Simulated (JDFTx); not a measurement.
The system is GaN.

```
CELL_PARAMETERS angstrom
3.21154 0.00000 0.00000
-1.60577 2.78127 0.00000
0.00000 0.00000 10.35684
ATOMIC_POSITIONS crystal
Ga 0.00000 0.00000 0.78587
Ga 0.66667 0.33333 0.03735
Ga 0.33333 0.66667 0.53735
Ga 0.00000 0.00000 0.28587
N 0.00000 0.00000 0.09304
N 0.66667 0.33333 0.34375
N 0.00000 0.00000 0.59304
N 0.33333 0.66667 0.84374
```

The cell is a database's computed one.

| Quantity | Value |
| --- | --- |
| Program | JDFTx 1.7.0 (patched build) |
| Task | relaxation of cell and atoms |
| Functional | PBEsol |
| Potentials or basis | PseudoDojo-SR-PBEsol-0.4.1-standard with smoothed tails |
| Cutoff | 1143 eV |
| Density cutoff | 9143 eV |
| k mesh | 4 × 4 × 1 |
| Occupations | fermi-dirac, width 0.05 eV |
| Spin | no spin polarisation |

At the start: pressure -6.2 GPa; volume 11.56 Å³/atom.

Problem. Where does the relaxation end?

Solution. Over 11 steps the energy falls by 21.9 meV/atom and the volume is 10.92 Å³/atom (-5.6 %); space group P6_3mc (No. 186, to 0.05 Å).

Step by step:
```csv
step,energy change (eV),largest force (eV/Å),pressure (GPa),volume (Å³)
1,0.0000,0.2019,-6.24,92.51
2,-0.0275,0.2147,-5.29,92.01
3,-0.1034,0.2775,-0.46,89.61
4,-0.1315,0.3107,0.98,88.58
5,-0.1708,0.0962,-0.55,88.03
6,-0.1745,0.0799,-0.55,87.63
7,-0.1752,0.0701,0.30,87.23
8,-0.1754,0.0176,0.19,87.23
9,-0.1755,0.0073,0.02,87.30
10,-0.1755,0.0034,-0.01,87.33
11,-0.1755,0.0020,0.00,87.33
```

Final structure:
```
Ga N
1.0
     3.12511    0.00000    0.00000
    -1.56255    2.70642    0.00000
     0.00000    0.00000   10.32573
Ga N
4 4
Direct
  0.00000 0.00000 0.78286
  0.66667 0.33333 0.02866
  0.33333 0.66667 0.52866
  0.00000 0.00000 0.28286
  0.00000 0.00000 0.09428
  0.66667 0.33333 0.35420
  0.00000 0.00000 0.59428
  0.33333 0.66667 0.85420
```

Caveat: the k mesh is coarse (spacing up to 0.61 Å⁻¹), so the values aren't converged.
